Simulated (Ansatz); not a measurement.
Crystal: P.

```
P
1.0
     1.64774   -5.46504    0.00000
     1.64774    5.46504    0.00000
     0.00000    0.00000    4.54364
P
4
Direct
  0.90414 0.09586 0.58882
  0.09586 0.90414 0.41118
  0.59586 0.40414 0.08882
  0.40414 0.59586 0.91118
```

Program: Ansatz 0.2.0. Alike in all runs: potentials or basis Ansatz PAW; no spin polarisation; cell as given.

Question: Order these runs on this cell by their band gap on the k mesh, lowest first.
A. level B3LYP; k mesh 4 × 4 × 3; cutoff (eV) 420; smearing fermi-dirac 0.05 eV; points for each segment of the path 4; mesh quality coarse
B. level HF; k mesh 4 × 4 × 3; cutoff (eV) 420; smearing fermi-dirac 0.05 eV; points for each segment of the path 4; mesh quality coarse
C. level PBE; k mesh 8 × 8 × 6; cutoff (eV) 420; smearing gaussian 0.011 eV; mesh quality not flagged
D. level r2SCAN50; k mesh 4 × 4 × 3; cutoff (eV) 500; smearing fermi-dirac 0.05 eV; points for each segment of the path 4; mesh quality coarse
E. level r2SCAN0; k mesh 4 × 4 × 3; cutoff (eV) 500; smearing fermi-dirac 0.05 eV; points for each segment of the path 4; mesh quality coarse

Answer: C (0.10 eV), A (1.22 eV), E (1.43 eV), D (2.73 eV), B (6.16 eV).

Caveats: some runs use coarse meshes.

A k mesh can miss the band edges.
